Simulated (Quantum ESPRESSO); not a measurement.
**WS2: single point with PBE**

WS2:

```
W S
1.0
     1.57900    0.91164    6.16333
    -1.57900    0.91164    6.16333
     0.00000   -1.82327    6.16333
W S
1 2
Cartesian
  0.0000 0.0000 0.0000
  0.0000 0.0000 10.7427
  0.0000 0.0000 13.8730
```

Measurements of this composition are mostly on another form, of space group No. 194.

```
Program             : Quantum ESPRESSO 7.5
Task                : single point
Functional          : PBE
Potentials or basis : SSSP 1.3 efficiency PBE
Cutoff              : 748 eV
Density cutoff      : 5987 eV
k mesh              : 10 × 10 × 10
Occupations         : fermi-dirac, width 0.05 eV
Spin                : no spin polarisation
```

| Quantity | Value |
| --- | --- |
| Pressure | 4.8 GPa |
| Largest force | 0.614 eV/Å |
| Band gap on the k mesh | 1.07 eV, indirect (least direct gap 2.24 eV) |

Forces in eV/Å, atoms in the order of the input:
```
W    0.000  0.000 -0.614
S    0.000  0.000  0.071
S    0.000  0.000  0.543
```

Stress tensor (GPa, compression positive):
```
4.58 0.00 0.00
0.00 4.58 0.00
0.00 0.00 5.18
```

Levels at points of the mesh, in eV from the valence-band top:
| k point | band 11 | band 12 | band 13 | band 14 | band 15 | band 16 |
| --- | --- | --- | --- | --- | --- | --- |
| (0.00, 0.00, 0.00) | -2.30 | -1.59 | -1.20 | 2.18 | 2.18 | 2.53 |
| (0.00, 0.00, -0.50) | -2.59 | -1.83 | -1.73 | 2.30 | 2.61 | 3.62 |
| (0.00, -0.50, -0.50) | -3.19 | -2.03 | -1.55 | 2.26 | 2.72 | 3.22 |
| (-0.50, -0.50, -0.50) | -2.27 | -2.27 | 0.00 | 2.29 | 2.29 | 2.37 |

Wall time 6.2 min on 2 threads of Intel(R) Xeon(R) Platinum 8259CL CPU @ 2.50GHz (Skylake/Cascade Lake) (shared host), peak memory 0.54 GiB.

Caveat: spin-orbit coupling is left out, which moves the levels of the heavy elements. A k mesh can miss the band edges.
